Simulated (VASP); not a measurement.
Runs of VASP 6.6.1 on WS2 (Tungstenite). It takes space group P6_3/mmc (No. 194, hexagonal). Conventional cell: a = 3.180 Å, b = 3.180 Å, c = 12.500 Å, α = 90.00°, β = 90.00°, γ = 120.00°. W (site symmetry -6m2) is surrounded by 6 S at 2.41 Å. S (site symmetry 3m) is surrounded by 3 W at 2.41 Å. 

| task | level | potentials or basis | U | cell | smearing | LDAUTYPE | hund's J | other keys | gap on the mesh (eV) | pressure (GPa) | largest force (eV/Å) |
| --- | --- | --- | --- | --- | --- | --- | --- | --- | --- | --- | --- |
| single point | LDA | VASP PAW LDA potentials, release 54 (W_sv, S) | - | as given | gaussian 0.02 eV | - | - | - | 1.05 | (a) | (b) |
| density of states | rSCAN+D4 | VASP PAW PBE potentials, release 64 (W_sv, S) | - | as given | gaussian 0.01 eV | - | - | - | 1.23 | -1.7 | 0.12 |
| electrostatic potential | LDA+U | VASP PAW LDA potentials, release 64 (W_sv, S) | W d U = 4.5 eV, J = 1.0 eV | atoms moved at random, drawn with an rms of 0.15 Å | methfessel-paxton 0.1 eV | 2 | 1 | PREC = Normal; ISMEAR = 1; SIGMA = 0.1; NBANDS = 27 | 0.94 | -2.7 | 4.31 |
| Born charges and dielectric tensor | LDA | VASP PAW LDA potentials, release 54 (W_sv, S) | - | volume scaled by 1.08 | gaussian 0.1 eV | - | - | - | 1.10 | - | - |

Alike in all rows: no spin polarisation; k mesh 10 × 10 × 3; cutoff (eV) 520.

Fill in the values left out.

(a) -5.3; (b) 0.31.

Caveats: spin-orbit coupling is left out, which moves the levels of the heavy elements; an odd mesh through Γ misses points on the zone boundary, where band edges often lie; the PAW data sets were made with another functional, which shifts forces and pressure a little (some runs).

A k mesh can miss the band edges, and the runs leave out spin-orbit coupling on W.
